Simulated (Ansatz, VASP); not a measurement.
## Sn3Se in VASP and in Ansatz

```
Sn Se
1.0
     0.00000    3.77104    3.65848
     3.77104    0.00000    3.65848
     3.77104    3.77104    0.00000
Sn Se
3 1
Cartesian
  3.7710 3.7710 3.6585
  5.6566 5.6566 5.4877
  1.8855 1.8855 1.8292
  0.0000 0.0000 0.0000
```

Change from the starting cell: strain_z_fixed_volume = -0.02.

Alike in both runs: functional PBEsol; k mesh 6 × 6 × 6; occupations fermi-dirac, width 0.05 eV; no spin polarisation.

```csv
,VASP,Ansatz
version,VASP 6.6.1,Ansatz 0.2.0
potentials or method,"VASP PAW PBE potentials, release 64 (Sn_d, Se), cutoff 520 eV","all-electron LAPW, scalar-relativistic"
task,single point,band structure
```

```csv
,VASP,Ansatz,Ansatz less VASP
gap on the k mesh at the Fermi level (eV),none,none,-
pressure (GPa),-3.2,-3.2,+0.01
largest component of the traceless stress (GPa),0.31,0.31,-0.002
```

A gap of «none» marks a metal or a gap that the smearing closes. Ansatz ran all-electron here, so the differences hold the error of VASP's frozen core and of both bases.

Caveats: the PAW data sets were made with another functional, which shifts forces and pressure a little (VASP); spin-orbit coupling is left out, which moves the levels of the heavy elements (Ansatz).
